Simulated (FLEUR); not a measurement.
# Ge (P6_3/mmc) in FLEUR: further runs, part 2 of 2

FLEUR MaX-R8.1 (later development tree). Earlier steps stand in the parts before.

### Step 6. Equation of state, r2SCAN, 23.75 Å³/atom (volume scaled by 1.04)

inp.xml

```xml
<?xml version="1.0" encoding="UTF-8" standalone="no"?>
<fleurInput fleurInputVersion="0.39">
   <comment>
      Ge                                                                                                  
   </comment>
   <calculationSetup>
      <cutoffs Kmax="4.71" Gmax="14.6" GmaxXC="14.6" numbands="0"/>
      <scfLoop itmax="80" minDistance="0.0001" maxIterBroyd="30" imix="Anderson" alpha="0.05" precondParam="0.0" spinf="2.0" sdNocoIR="T"/>
      <coreElectrons ctail="F" frcor="F" kcrel="0" coretail_lmax="0"/>
      <xcFunctional name="LibXC" relativisticCorrections="F">
         <LibXCName exchange="mgga_x_r2scan" correlation="mgga_c_r2scan"/>
         <AuxGGA exchange="117" correlation="130"/>
      </xcFunctional>
      <magnetism jspins="1"/>
      <soc l_soc="F" theta="0.0" phi="0.0" spav="F"/>
      <expertModes spex="0" secvar="F"/>
      <geometryOptimization l_f="F" forcealpha="1.0" forcemix="BFGS" epsdisp="0.00001" epsforce="0.00001"/>
      <ldaU l_linMix="F" mixParam="0.05" spinf="1.0"/>
   </calculationSetup>
   <cell>
      <bzIntegration valenceElectrons="88.0" mode="hist" fermiSmearingEnergy="0.00183747">
         <kPointListSelection listName="default-1"/>
         <!-- k-points included here -->
         <xi:include xmlns:xi="http://www.w3.org/2001/XInclude" href="kpts.xml"> </xi:include>
      </bzIntegration>
      <!-- symmetry operations included here -->
      <xi:include xmlns:xi="http://www.w3.org/2001/XInclude" href="sym.xml"> </xi:include>
      <bulkLattice scale="1.0131594038">
         <bravaisMatrix>
            <row-1>    7.5543424030371860     0.0000000000000000     0.0000000000000000</row-1>
            <row-2>   -3.7771712016130796     6.5422524300416010     0.0000000000000000</row-2>
            <row-3>    0.0000000000000000     0.0000000000000000    12.4710169182241923</row-3>
         </bravaisMatrix>
      </bulkLattice>
   </cell>
   <atomSpecies>
      <species name="Germanium (Ge)" element="Ge" atomicNumber="32">
         <mtSphere radius="2.08" gridPoints="711" logIncrement="0.017"/>
         <atomicCutoffs lmax="9" lnonsphr="9"/>
         <electronConfig flipSpins="F">
            <coreConfig>(1s1/2) (2s1/2) (2p1/2) (2p3/2)</coreConfig>
            <valenceConfig>(3s1/2) (3p1/2) (3p3/2) (4s1/2) (3d3/2) (3d5/2) (4p1/2) (4p3/2)</valenceConfig>
            <stateOccupation state="(4p1/2)" spinUp="0.333333" spinDown="0.333333"/>
            <stateOccupation state="(4p3/2)" spinUp="0.666667" spinDown="0.666667"/>
         </electronConfig>
         <energyParameters s="4" p="4" d="3" f="4"/>
         <lo type="SCLO" l="0" n="3" eDeriv="0"/>
         <lo type="SCLO" l="1" n="3" eDeriv="0"/>
         <lo type="SCLO" l="1" n="3" eDeriv="1"/>
         <lo type="HELO" l="2" n="4" eDeriv="0"/>
         <lo type="HELO" l="2" n="4" eDeriv="1"/>
         <lo type="SCLO" l="3" n="4" eDeriv="2"/>
      </species>
   </atomSpecies>
   <atomGroups>
      <atomGroup species="Germanium (Ge)">
         <relPos label="                   1">1.000/3.000 -1.000/3.000 -.0629012500</relPos>
         <relPos label="                   2">-1.000/3.000 1.000/3.000 .4370987500</relPos>
         <relPos label="                   3">1.000/3.000 -1.000/3.000 -.4370987500</relPos>
         <relPos label="                   4">-1.000/3.000 1.000/3.000 .0629012500</relPos>
         <force calculate="T" relaxXYZ="TTT"/>
      </atomGroup>
   </atomGroups>
   <output dos="F" band="F" slice="F">
      <checks vchk="F" cdinf="F"/>
      <bandDOS minEnergy="-.5*Htr" maxEnergy="0.5*Htr" sigma="0.015" storeEVData="T"/>
      <vacuumDOS vacdos="F" integ="F" star="F" nstars="0" locx1="0.0" locy1="0.0" locx2="0.0" locy2="0.0" nstm="0" tworkf="0.0"/>
      <unfoldingBand unfoldBand="F" supercellX="1" supercellY="1" supercellZ="1"/>
      <plotting iplot="0" polar="F">
         <plot TwoD="T" vec1="  1.0  0.0  0.0" vec2="  0.0  1.0  0.0" vec3="  0.0  0.0  1.0" zero="  0.0  0.0  0.0" file="plot"/>
      </plotting>
      <chargeDensitySlicing numkpt="0" minEigenval="0.0" maxEigenval="0.0" nnne="0" pallst="F"/>
      <specialOutput eonly="F"/>
      <moessbauerParams electricFieldGradient="T" isomerShift="T" coreHyperfine="T" valenceHyperfine="T"/>
      <magneticCircularDichroism mcd="F" energyLo="-10.0" energyUp="0.0"/>
   </output>
  <!-- We include the file relax.xml here to enable relaxations (see documentation) -->
  <xi:include xmlns:xi="http://www.w3.org/2001/XInclude" href="relax.xml"> <xi:fallback/> </xi:include>
</fleurInput>
```

Potentials or basis: all-electron, FLAPW.

On the command line:

```console
$ inpgen -f crystal.txt -profile fastHighL
$ # inp.xml edited to the form shown
$ fleur_MPI
```

It took 5.1 min on 1 thread of Arm Neoverse V2, shared host; peak memory 0.14 GiB.

Results (log left out):

```yaml
Free_energy: -228496.7115 eV
Band_gap_on_the_k_mesh: 0.03 eV, direct
Valence_electrons_inside_the_program's_atomic_spheres: Ge 19.74 (radii Ge 2.08 bohr)
```

Caveat: the meta-GGA is that of a development version, with a GGA for the radial functions and cores and without core tails.

### Step 7. Equation of state, r2SCAN, 24.20 Å³/atom (volume scaled by 1.06)

Changes to inp.xml since step 6:

```diff
@@ -27,3 +27,3 @@
       <xi:include xmlns:xi="http://www.w3.org/2001/XInclude" href="sym.xml"> </xi:include>
-      <bulkLattice scale="1.0131594038">
+      <bulkLattice scale="1.0196128224">
          <bravaisMatrix>
```

On the command line:

```console
$ inpgen -f crystal.txt -profile fastHighL
$ # inp.xml edited to the form shown
$ fleur_MPI
```

Run time: 6.1 min. Hardware: 1 thread of Arm Neoverse V2, shared host; peak memory 0.14 GiB.

Results (log left out):

* Free energy: -228496.6776 eV
* Band gap on the k mesh: 0.08 eV, direct
* Valence electrons inside the program's atomic spheres: Ge 19.72 (radii Ge 2.08 bohr)

Caveat: the meta-GGA is that of a development version, with a GGA for the radial functions and cores and without core tails.

### Step 8. Equation of state, r2SCAN

Potentials or basis: all-electron, FLAPW.

No new run: the results of the series are fitted here.

What came out:

```
Equilibrium volume                        : 22.84 Å³/atom
Bulk modulus at fixed shape and positions : 71 GPa
```

Energy against volume, from the lowest point:
| volume (Å³/atom) | energy (meV/atom) |
| --- | --- |
| 21.463 | 20.95 |
| 21.920 | 9.02 |
| 22.833 | 0.00 |
| 23.747 | 7.31 |
| 24.203 | 15.79 |

Caveat: the meta-GGA is that of a development version, with a GGA for the radial functions and cores and without core tails; the cell was scaled at fixed shape and fractional positions, which overstates the stiffness of a crystal with free parameters, most of all of layers and chains.
